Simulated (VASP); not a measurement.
# In (Im-3m) in VASP: notebook

Runs on In. Level: PBE. Tasks: single point.

All numbers are computed with VASP 6.6.1; they aren't measurements. Logs are shortened: lines on timing, memory, paths and dates and some standing lists are left out, and cuts for length are marked.

## (1) The structure

It takes space group Im-3m (No. 229, cubic). Conventional cell: a = 3.765 Å, b = 3.765 Å, c = 3.765 Å, α = 90.00°, β = 90.00°, γ = 90.00°. In (site symmetry m-3m) is surrounded by 8 In at 3.26 Å.

This isn't the form of In at room conditions, which is tetragonal.

## (2) Single point, PBE

File INCAR:

```
SYSTEM = In
PREC = Accurate
ENCUT = 520
EDIFF = 1E-6
ISMEAR = -1
SIGMA = 0.05
LREAL = .False.
LASPH = .True.
NELM = 80
ALGO = Normal
ISIF = 2
LWAVE = .False.
LCHARG = .False.
GGA = PE
NBANDS = 12
```

File KPOINTS:

```
regular mesh
0
Gamma
  9 9 9
  0 0 0
```

File POSCAR:

```
In
1.0
   -1.8825250000      1.8825250000      1.8825250000
    1.8825250000     -1.8825250000      1.8825250000
    1.8825250000      1.8825250000     -1.8825250000
In
1
Direct
    0.0000000000      0.0000000000      0.0000000000
```

Potentials or basis: VASP PAW PBE potentials, release 64 (In_d).

Launch:

```sh
> cat potpaw_PBE.64/In_d/POTCAR > POTCAR
> mpirun -np 1 vasp_std > vasp.out
```

OUTCAR:

```text
SYSTEM = In
   PREC = Accurate
   ENCUT = 520
   EDIFF = 1E-6
   ISMEAR = -1
   LREAL = .False.
   LASPH = .True.
   NELM = 80
   ISIF = 2
   GGA = PE

 ion  position               nearest neighbor table
   1  0.000  0.000  0.000-

  LATTYP: Found a body centered cubic cell.
 ALAT       =     3.7650500000

  Lattice vectors:

 A1 = (  -1.8825250000,   1.8825250000,   1.8825250000)
 A2 = (   1.8825250000,  -1.8825250000,   1.8825250000)
 A3 = (   1.8825250000,   1.8825250000,  -1.8825250000)

Analysis of symmetry for initial positions (statically):
=====================================================================
 Subroutine PRICEL returns:
 Original cell was already a primitive cell.

 Routine SETGRP: Setting up the symmetry group for a
 body centered cubic supercell.

 Subroutine GETGRP returns: Found 48 space group operations
 (whereof 48 operations were pure point group operations)
 out of a pool of 48 trial point group operations.

The static configuration has the point symmetry O_h .

Analysis of symmetry for dynamics (positions and initial velocities):
=====================================================================
 Subroutine PRICEL returns:
 Original cell was already a primitive cell.

 Routine SETGRP: Setting up the symmetry group for a
 body centered cubic supercell.

 Subroutine GETGRP returns: Found 48 space group operations
 (whereof 48 operations were pure point group operations)
 out of a pool of 48 trial point group operations.

The dynamic configuration has the point symmetry O_h .

 Subroutine INISYM returns: Found 48 space group operations
 (whereof 48 operations are pure point group operations),
 and found     1 'primitive' translations

----------------------------------------------------------------------------------------

                                     Primitive cell

  volume of cell :      26.6859

  direct lattice vectors                    reciprocal lattice vectors
    -1.882525000  1.882525000  1.882525000     0.000000000  0.265600722  0.265600722
     1.882525000 -1.882525000  1.882525000     0.265600722  0.000000000  0.265600722
     1.882525000  1.882525000 -1.882525000     0.265600722  0.265600722  0.000000000

  length of vectors
     3.260628947  3.260628947  3.260628947     0.375616144  0.375616144  0.375616144

  position of ions in fractional coordinates (direct lattice)
     0.000000000  0.000000000  0.000000000

  ion indices of the primitive-cell ions
   primitive index   ion index
                 1           1

----------------------------------------------------------------------------------------

 KPOINTS: regular mesh

Automatic generation of k-mesh.
 Grid dimensions read from file:
 generate k-points for:    9    9    9

 Generating k-lattice:

  Cartesian coordinates                     Fractional coordinates (reciprocal lattice)
     0.000000000  0.029511191  0.029511191     0.111111111  0.000000000  0.000000000
     0.029511191  0.000000000  0.029511191     0.000000000  0.111111111  0.000000000
     0.029511191  0.029511191  0.000000000     0.000000000  0.000000000  0.111111111

  Length of vectors
     0.041735127  0.041735127  0.041735127

  Shift w.r.t. Gamma in fractional coordinates (k-lattice)
     0.000000000  0.000000000  0.000000000

 Subroutine IBZKPT returns following result:
 ===========================================

 Found     35 irreducible k-points:

 Following reciprocal coordinates:
            Coordinates               Weight
  0.000000  0.000000  0.000000      1.000000
  0.111111  0.000000  0.000000     12.000000
  0.222222  0.000000  0.000000     12.000000
  0.333333  0.000000  0.000000     12.000000
  0.444444  0.000000  0.000000     12.000000
  0.111111  0.111111  0.000000     24.000000
[... 16 lines left out ...]
 -0.333333  0.444444  0.111111     48.000000
 -0.444444 -0.444444  0.111111     24.000000
 [... further k-points ...]
   k-points           NKPTS =     35   k-points in BZ     NKDIM =     35   number of bands    NBANDS=     12
   number of dos      NEDOS =    301   number of ions     NIONS =      1
   total plane-waves  NPLWV =  13824
   dimension x,y,z NGX =    24 NGY =   24 NGZ =   24
   dimension x,y,z NGXF=    48 NGYF=   48 NGZF=   48
   ions per type =               1
   NGX,Y,Z   is equivalent  to a cutoff of  12.24, 12.24, 12.24 a.u.
   NGXF,Y,Z  is equivalent  to a cutoff of  24.47, 24.47, 24.47 a.u.
 SYSTEM =  In
   PREC   = accura    normal or accurate (medium, high low for compatibility)
   ISTART =      0    job   : 0-new  1-cont  2-samecut
   ICHARG =      2    charge: 1-file 2-atom 10-const
   ISPIN  =      1    spin polarized calculation?
   LNONCOLLINEAR =      F non collinear calculations
   LSORBIT =      F    spin-orbit coupling
   LASPH  =      T    aspherical Exc in radial PAW
   ENCUT  =  520.0 eV  38.22 Ry    6.18 a.u.   6.06  6.06  6.06*2*pi/ulx,y,z
   NELM   =     80;   NELMIN=  2; NELMDL= -5     # of ELM steps
   EDIFF  = 0.1E-05   stopping-criterion for ELM
   LREAL  =      F    real-space projection
   EDIFFG = 0.1E-04   stopping-criterion for IOM
   NSW    =      0    number of steps for IOM
   IBRION =     -1    ionic relax: 0-MD 1-quasi-New 2-CG
   NFREE  =      0    steps in history (QN), initial steepest desc. (CG)
   ISIF   =      2    stress and relaxation
   ISYM   =      2    0-nonsym 1-usesym 2-fastsym
   POTIM  = 0.5000    time-step for ionic-motion
   TEBEG  =    0.0;   TEEND  =   0.0 temperature during run
   PSTRESS=    0.0 pullay stress
   NELECT =      13.0000    total number of electrons
   NUPDOWN=      -1.0000    fix difference up-down
   EMIN   =  10.00;   EMAX   =-10.00  energy-range for DOS
   EFERMI =   0.00;   METHOD = LEGACY
   ISMEAR =    -1;   SIGMA  =   0.05  broadening in eV -4-tet -1-fermi 0-gaus
   EFERMI_NEDOS =   21; number of points for ismear=-14 and -15
   IALGO  =     38    algorithm
   IMIX   =      4    mixing-type and parameters
     AMIX     =   0.40;   BMIX     =  1.00
     AMIX_MAG =   1.60;   BMIX_MAG =  1.00
  volume/ion in A,a.u.               =      26.69       180.09
  Fermi-wavevector in a.u.,A,eV,Ry     =   1.288136  2.434225 22.576086  1.659295
  Thomas-Fermi vector in A             =   2.420108
   LORBIT       =      0    0 simple, 1 ext, 2 COOP (PROOUT), +10 PAW based schemes
   GGA     = PE    functional components
   LHFCALC =     F    Hartree Fock is set to
   AEXX    =    0.0000 exact exchange contribution
   IVDW    =     0    specifies the selected vdW correction
   LEPSILON=     F    determine dielectric tensor
   LRPA    =     F    only Hartree local field effects (RPA)
 non-spin polarized calculation
  energy-cutoff  :      520.00
  volume of cell :       26.69
 maximum number of plane-waves:       730
   NGX = 13   NGY = 13   NGZ = 13

 number of electron      13.0000005 magnetization

 Free energy of the ion-electron system (eV)
  ---------------------------------------------------
  ext. energy  EPLUGINS =         0.00000000
  ---------------------------------------------------
  free energy    TOTEN  =        -2.54414998 eV

  energy without entropy =       -2.53599995  energy(sigma->0) =       -2.54007496

 E-fermi :   7.4004     XC(G=0): -10.1589

 val. band max:        7.3773358821   @ k =   0.2222   0.2222   0.1111
 cond. band min:       7.4058281446   @ k =  -0.3333   0.4444   0.1111
 fundamental gap:      0.0284922624
 Fermi energy:         7.4003732271

 k-point     1 :       0.0000    0.0000    0.0000
  band No.  band energies     occupation
      1      -7.3508      2.00000
      2      -7.3508      2.00000
      3      -7.3508      2.00000
      4      -7.0867      2.00000
      5      -7.0867      2.00000
      6      -2.1000      2.00000
      7      18.2047      0.00000
      8      18.2047      0.00000
      9      18.2047      0.00000
     10      20.2506      0.00000
     11      20.2506      0.00000
     12      20.2506      0.00000

 k-point     2 :       0.1111    0.0000    0.0000
  band No.  band energies     occupation
      1      -7.3633      2.00000
      2      -7.3398      2.00000
      3      -7.3029      2.00000
      4      -7.0997      2.00000
      5      -7.0873      2.00000
      6      -1.8177      2.00000
      7      15.7560      0.00000
      8      17.0570      0.00000
      9      17.5627      0.00000
     10      19.0961      0.00000
     11      19.4054      0.00000
     12      20.1339      0.00000

 k-point     3 :       0.2222    0.0000    0.0000
  band No.  band energies     occupation
      1      -7.3948      2.00000
      2      -7.3282      2.00000
      3      -7.1790      2.00000
      4      -7.1213      2.00000
      5      -7.0882      2.00000
      6      -0.9596      2.00000
      7      11.9066      0.00000
      8      15.3195      0.00000
      9      16.2637      0.00000
     10      18.2129      0.00000
     11      18.3868      0.00000
     12      20.8695      0.00000
[... 286 lines left out ...]
 k-point    23 :      -0.3333    0.4444    0.1111
  band No.  band energies     occupation
      1      -7.3543      2.00000
      2      -7.3026      2.00000
      3      -7.1721      2.00000
      4      -7.1299      2.00000
      5      -6.9921      2.00000
      6       2.1952      2.00000
      7       7.4058      0.94550
      8      10.1045      0.00000
      9      14.6160      0.00000
     10      17.4734      0.00000
     11      18.9344      0.00000
     12      22.3177      0.00000

 k-point    24 :      -0.4444   -0.4444    0.1111
  band No.  band energies     occupation
      1      -7.3636      2.00000
      2      -7.3142      2.00000
      3      -7.1862      2.00000
      4      -7.1093      2.00000
      5      -6.9520      2.00000
      6       4.0295      2.00000
      7       5.0744      2.00000
      8       9.7661      0.00000
      9      14.4038      0.00000
     10      17.9417      0.00000
     11      20.0221      0.00000
     12      20.0957      0.00000

 [... further k-points ...]

------------------------ aborting loop because EDIFF is reached ----------------------------------------

  FORCE on cell =-STRESS in cart. coord.  units (eV):
  Direction    XX          YY          ZZ          XY          YZ          ZX
  --------------------------------------------------------------------------------------
  -------------------------------------------------------------------------------------
  Total        0.3106213      0.3106213      0.3106213      0.0000000      0.0000000     -0.0000000
  in kB       18.6491730     18.6491730     18.6491730      0.0000000      0.0000000     -0.0000000
  external PRESSURE =      18.6491730 kB  Pullay stress =       0.0000000 kB

 VOLUME and BASIS-vectors are now :
 -----------------------------------------------------------------------------
  energy-cutoff  :      520.00
  volume of cell :       26.69
      direct lattice vectors                 reciprocal lattice vectors
    -1.882525000  1.882525000  1.882525000     0.000000000  0.265600722  0.265600722
     1.882525000 -1.882525000  1.882525000     0.265600722  0.000000000  0.265600722
     1.882525000  1.882525000 -1.882525000     0.265600722  0.265600722  0.000000000

 POSITION                                       TOTAL-FORCE (eV/Angst)
 -----------------------------------------------------------------------------------
      0.00000      0.00000      0.00000        -0.000000     -0.000000     -0.000000
 -----------------------------------------------------------------------------------
    total drift:                               -0.000000      0.000000      0.000000

  FREE ENERGIE OF THE ION-ELECTRON SYSTEM (eV)
  ---------------------------------------------------
  free  energy   TOTEN  =        -2.5441499758 eV

  energy  without entropy=       -2.5359999461  energy(sigma->0) =       -2.54007496
```

It took 5.6 s on 1 thread of Intel Xeon Platinum 8488C (Sapphire Rapids), shared host; peak memory 0.14 GiB.

Results:

| Quantity | Value |
| --- | --- |
| Free energy | -2.5441 eV |
| Pressure | 1.9 GPa |
| Band gap on the k mesh | none (metal or under the smearing width) |

## (3) Single point, PBE

File INCAR:

```
PREC     = Accurate       # precision mode
ENCUT    = 520            # plane-wave cutoff, eV
EDIFF    = 1E-6           # SCF threshold, eV
ISMEAR   = -1             # smearing method
SIGMA    = 0.3            # smearing width, eV
LREAL    = False          # projectors in reciprocal space
LASPH    = True           # aspherical terms in the spheres
NELM     = 60             # most SCF steps
ALGO     = Normal         # electronic algorithm
ISIF     = 2              # what is computed and relaxed
LWAVE    = False          # write WAVECAR
LCHARG   = False          # write CHGCAR
GGA      = PE             # functional
NBANDS   = 12             # bands
```

File KPOINTS:

```
Automatic mesh
0
Gamma
  9 9 9
```

POSCAR is that of step 2.

Potentials or basis: VASP PAW PBE potentials, release 64 (In_d).

Launch:

```sh
> cat potpaw_PBE.64/In_d/POTCAR > POTCAR
> mpirun -np 1 vasp_std > vasp.out
```

Run time: 8.5 s. Hardware: 1 thread of Intel Xeon Platinum 8488C (Sapphire Rapids), shared host; peak memory 0.14 GiB.

Results (log left out):

- Free energy: -2.6179 eV
- Pressure: 1.8 GPa
- Band gap on the k mesh: none (metal or under the smearing width)

Levels at points of the mesh, in eV from the Fermi level:
| k point | band 3 | band 4 | band 5 | band 6 | band 7 | band 8 | band 9 | band 10 |
| --- | --- | --- | --- | --- | --- | --- | --- | --- |
| (0.00, 0.00, 0.00) | -14.68 | -14.41 | -14.41 | -9.42 | 10.88 | 10.88 | 10.88 | 12.93 |

## (4) Single point, PBE

File INCAR:

```
SYSTEM = In
PREC = Accurate ; ENCUT = 520
EDIFF = 1E-7 ; ISMEAR = -1
SIGMA = 0.1 ; LREAL = .False.
LASPH = .True. ; NELM = 60
ALGO = Normal ; ISIF = 2
LWAVE = .False. ; LCHARG = .False.
GGA = PE ; NBANDS = 12
```

File KPOINTS:

```
regular mesh
0
Gamma
  9 9 9
  0 0 0
```

POSCAR is that of step 3.

Launch:

```sh
> cat potpaw_PBE.64/In_d/POTCAR > POTCAR
> mpirun -np 1 vasp_std > vasp.out
```

Run time: 7.3 s. Hardware: 1 thread of Intel Xeon Platinum 8488C (Sapphire Rapids), shared host; peak memory 0.13 GiB.

Results (log left out):

```yaml
Free_energy: -2.5533 eV
Pressure: 1.8 GPa
Band_gap_on_the_k_mesh: none (metal or under the smearing width)
```

Levels at points of the mesh, in eV from the Fermi level:
```
           k point  band 4  band 5  band 6  band 7  band 8  band 9
(0.00, 0.00, 0.00)  -14.47  -14.47   -9.48   10.82   10.82   10.82
```

## (5) Single point, PBE

File INCAR:

```
PREC = Accurate
ENCUT = 520
EDIFF = 1E-6
ISMEAR = -1
SIGMA = 0.2
LREAL = False
LASPH = True
NELM = 60
ALGO = Normal
ISIF = 2
LWAVE = False
LCHARG = True
GGA = PE
LELF = True
LVHAR = True
NBANDS = 12
```

File KPOINTS:

```
Automatic mesh
0
Gamma
  9 9 9
```

POSCAR is that of step 4.

Potentials or basis: VASP PAW PBE potentials, release 64 (In_d).

Launch:

```sh
> cat potpaw_PBE.64/In_d/POTCAR > POTCAR
> mpirun -np 1 vasp_std > vasp.out
```

OUTCAR:

```text
PREC = Accurate
   ENCUT = 520
   EDIFF = 1E-6
   ISMEAR = -1
   LREAL = False
   LASPH = True
   NELM = 60
   ISIF = 2
   GGA = PE

 ion  position               nearest neighbor table
   1  0.000  0.000  0.000-

  LATTYP: Found a body centered cubic cell.
 ALAT       =     3.7650500000

  Lattice vectors:

 A1 = (  -1.8825250000,   1.8825250000,   1.8825250000)
 A2 = (   1.8825250000,  -1.8825250000,   1.8825250000)
[... 537 lines left out ...]
     10      17.9400      0.00000
     11      20.0201      0.00000
     12      20.0942      0.00000

 [... further k-points ...]

------------------------ aborting loop because EDIFF is reached ----------------------------------------

  FORCE on cell =-STRESS in cart. coord.  units (eV):
  Direction    XX          YY          ZZ          XY          YZ          ZX
  --------------------------------------------------------------------------------------
  -------------------------------------------------------------------------------------
  Total        0.2862123      0.2862123      0.2862123     -0.0000000     -0.0000000     -0.0000000
  in kB       17.1836997     17.1836997     17.1836997     -0.0000000     -0.0000000     -0.0000000
  external PRESSURE =      17.1836997 kB  Pullay stress =       0.0000000 kB

 VOLUME and BASIS-vectors are now :
 -----------------------------------------------------------------------------
  energy-cutoff  :      520.00
  volume of cell :       26.69
      direct lattice vectors                 reciprocal lattice vectors
    -1.882525000  1.882525000  1.882525000     0.000000000  0.265600722  0.265600722
     1.882525000 -1.882525000  1.882525000     0.265600722  0.000000000  0.265600722
     1.882525000  1.882525000 -1.882525000     0.265600722  0.265600722  0.000000000

 POSITION                                       TOTAL-FORCE (eV/Angst)
 -----------------------------------------------------------------------------------
      0.00000      0.00000      0.00000         0.000000      0.000000     -0.000000
 -----------------------------------------------------------------------------------
    total drift:                               -0.000000      0.000000      0.000000

  FREE ENERGIE OF THE ION-ELECTRON SYSTEM (eV)
  ---------------------------------------------------
  free  energy   TOTEN  =        -2.5788129639 eV

  energy  without entropy=       -2.5153888793  energy(sigma->0) =       -2.54710092
```

OSZICAR:

```text
N       E                     dE             d eps       ncg     rms          rms(c)
DAV:   1     0.775499155505E+02    0.77550E+02   -0.63554E+03   848   0.137E+03
DAV:   2     0.113434132514E+01   -0.76416E+02   -0.74675E+02   864   0.285E+02
DAV:   3    -0.252009061105E+01   -0.36544E+01   -0.36460E+01  1020   0.635E+01
DAV:   4    -0.260220917468E+01   -0.82119E-01   -0.82098E-01  1064   0.960E+00
DAV:   5    -0.260527897663E+01   -0.30698E-02   -0.30697E-02  1136   0.158E+00    0.219E+00
DAV:   6    -0.258346219326E+01    0.21817E-01   -0.34175E-02  1028   0.374E+00    0.109E+00
DAV:   7    -0.257909264349E+01    0.43695E-02   -0.10678E-02  1064   0.192E+00    0.244E-01
DAV:   8    -0.257880555760E+01    0.28709E-03   -0.80104E-04  1140   0.466E-01    0.329E-02
DAV:   9    -0.257881232619E+01   -0.67686E-05   -0.12261E-05  1176   0.443E-02    0.150E-02
DAV:  10    -0.257881296389E+01   -0.63770E-06   -0.10011E-06   808   0.109E-02
   1 F= -.25788130E+01 E0= -.25471009E+01  d E =-.634241E-01
```

stdout:

```text
POSCAR found type information on POSCAR In
 POSCAR found :  1 types and       1 ions
 scaLAPACK will be used
 LDA part: xc-table for (Slater+PW92), standard interpolation
 POSCAR, INCAR and KPOINTS ok, starting setup
 FFT: planning ... GRIDC
 FFT: planning ... GRID_SOFT
 FFT: planning ... GRID
 WAVECAR not read
 entering main loop
```

It took 7.5 s on 1 thread of Intel Xeon Platinum 8488C (Sapphire Rapids), shared host; peak memory 0.13 GiB.

Results:

| Quantity | Value |
| --- | --- |
| Free energy | -2.5788 eV |
| Pressure | 1.7 GPa |
| Band gap on the k mesh | none (metal or under the smearing width) |

Levels at points of the mesh, in eV from the Fermi level:
| k point | band 3 | band 4 | band 5 | band 6 | band 7 | band 8 | band 9 | band 10 |
| --- | --- | --- | --- | --- | --- | --- | --- | --- |
| (0.00, 0.00, 0.00) | -14.70 | -14.43 | -14.43 | -9.44 | 10.86 | 10.86 | 10.86 | 12.91 |

## (6) The runs side by side

| smearing | gap on the mesh (eV) | pressure (GPa) |
| --- | --- | --- |
| fermi-dirac 0.05 eV | none | 1.9 |
| fermi-dirac 0.3 eV | none | 1.8 |
| fermi-dirac 0.1 eV | none | 1.8 |
| fermi-dirac 0.2 eV | none | 1.7 |

Alike in all rows: task single point; level PBE; potentials or basis VASP PAW PBE potentials, release 64 (In_d); no spin polarisation; cell as given; k mesh 9 × 9 × 9; cutoff (eV) 520.

Every run on the cell as given and a fine mesh finds a metal.

Absolute energies hang on the potentials; compare differences alone.
